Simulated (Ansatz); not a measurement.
# Ti (Fm-3m): electronic heat capacity and spin susceptibility from the density of states

Computed with DFT r2SCAN, scalar-relativistic, plane waves, PAW (Ansatz 0.2.0).

Cutoff 500 eV; k points 18×18×18 on the computed 1-atom cell (Γ-centred); Gaussian smearing, width 0.10 eV; no spin polarisation.

Relaxed cell: Fm-3m, a = 4.110 Å, b = 4.110 Å, c = 4.110 Å, α = 90.00°, β = 90.00°, γ = 90.00°, 1 atom in the primitive cell. This fcc form isn't the element's structure at ambient conditions.

The density of states at the Fermi level is 1.542 states/eV in the cell of 1 atom (1 formula unit; both spins, tetrahedra on a 27×27×27 mesh).

Q: What Sommerfeld coefficient and Pauli susceptibility does this give?

A: Per formula unit N(E_F) = 1.542 states/eV. γ = (π²/3) k_B² N(E_F) N_A = 2.357 mJ/(mol K²) per state/eV, so γ = 3.6 mJ/(mol K²), a mole of formula units. χ_P = μ_B² N(E_F) N_A = 3.23×10⁻⁵ emu/mol per state/eV gives 5.0×10⁻⁵ emu/mol. This is the bare band result: a measured γ of the same phase is as a rule larger by a factor 1 + λ from phonons and spin fluctuations, the spin part of χ is larger by the Stoner factor, and a measured χ also holds orbital and core terms. N(E_F) at one energy is sensitive to the mesh where the density of states has sharp peaks.